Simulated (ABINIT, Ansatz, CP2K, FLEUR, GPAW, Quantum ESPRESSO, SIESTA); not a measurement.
Code comparison for CaF2 (Fm-3m, 3 atoms in the cell)

Self-consistent single point.

```
CaF2
1.0
    0.00000     2.69045     2.69045
    2.69045     0.00000     2.69045
    2.69045     2.69045     0.00000
Ca F
1 2
Cartesian
  0.00000   0.00000   0.00000
  4.03568   4.03568   4.03568
  1.34523   1.34523   1.34523
```

Shared settings, as Ansatz (a quantum-chemistry and plane-wave program) writes them: kpoints.mp_grid.grid = 11 11 11; scf.occupations.method = fixed. Potentials and cutoffs stand in the table.

```json
[
 {"code": "SIESTA", "model": "GGA PBEsol, numerical atomic orbitals DZP, PseudoDojo PBEsol standard norm-conserving potentials (rewritten from UPF to PSML)", "pressure (GPa)": "7.12", "gap on the mesh (eV)": "6.965", "cutoff": "grid 300 Ry"},
 {"code": "Ansatz", "model": "PBEsol, default PAW files made with PBE", "pressure (GPa)": "1.35", "gap on the mesh (eV)": "7.390", "cutoff": "420 eV"},
 {"code": "CP2K", "model": "PBEsol, GPW, DZVP-MOLOPT-SR-GTH basis, GTH-PBE potentials (GTH_POTENTIALS)", "pressure (GPa)": "4.46", "gap on the mesh (eV)": "7.385", "cutoff": "grid 550 Ry"},
 {"code": "FLEUR", "model": "PBEsol, all-electron FLAPW (FLEUR), scalar-relativistic valence", "pressure (GPa)": "–", "gap on the mesh (eV)": "7.520", "cutoff": "Kmax 4.1 1/bohr"},
 {"code": "ABINIT", "model": "PBEsol, PAW (JTH v2.0 PBE PAW, files made for PBE)", "pressure (GPa)": "1.60", "gap on the mesh (eV)": "7.377", "cutoff": "24 Ha"},
 {"code": "GPAW", "model": "PBEsol, GPAW PAW datasets PBEsol (made by gpaw-setup)", "pressure (GPa)": "–", "gap on the mesh (eV)": "7.369", "cutoff": "950 eV"},
 {"code": "Quantum ESPRESSO", "model": "PBEsol, PSlibrary PAW (PBE) pseudopotentials", "pressure (GPa)": "1.52", "gap on the mesh (eV)": "7.379", "cutoff": "55 Ry"}
]
```

A dash marks a value that a program does not give, or that is left out as unsure.

Gaps are read on the mesh.

The spread over the programs that give each value: pressure within 5.77 GPa; gap on the mesh within 0.555 eV.

SIESTA and CP2K use small atom-centred bases, whose incompleteness enters pressures, forces and empty levels differently from a plane-wave cutoff. FLEUR treats all electrons, but the usual bases taken here (sphere radii, linearisation, local orbitals, empty states) were not tested for convergence, so the values are no reference for the others. Ansatz's pressure is given at a fixed set of plane waves, as the other plane-wave codes print theirs; with its correction for the finite basis it is 2.00 GPa (the shift of 0.65 GPa shows how far the cutoff is from converged). The pressure of GPAW is left out: its cutoff lies under the one at which its stress was checked. In the pressure, SIESTA (by 5.60) and CP2K (by 2.94) lie more than 1 GPa from the median of the plane-wave programs. In the gap, SIESTA (by 0.413) and FLEUR (by 0.142) lie more than 0.12 eV from the median of the plane-wave programs.

The starting cell comes from a database of computed structures (which also holds hypothetical and non-ambient phases and stackings), without a prior relaxation at this level. Its lattice was rescaled by a random factor within 2.5 % of one.

Left out of this page: Elk (unsound by tests on forces, stress, charge or solver warnings).

Keys are those of Ansatz 0.2.
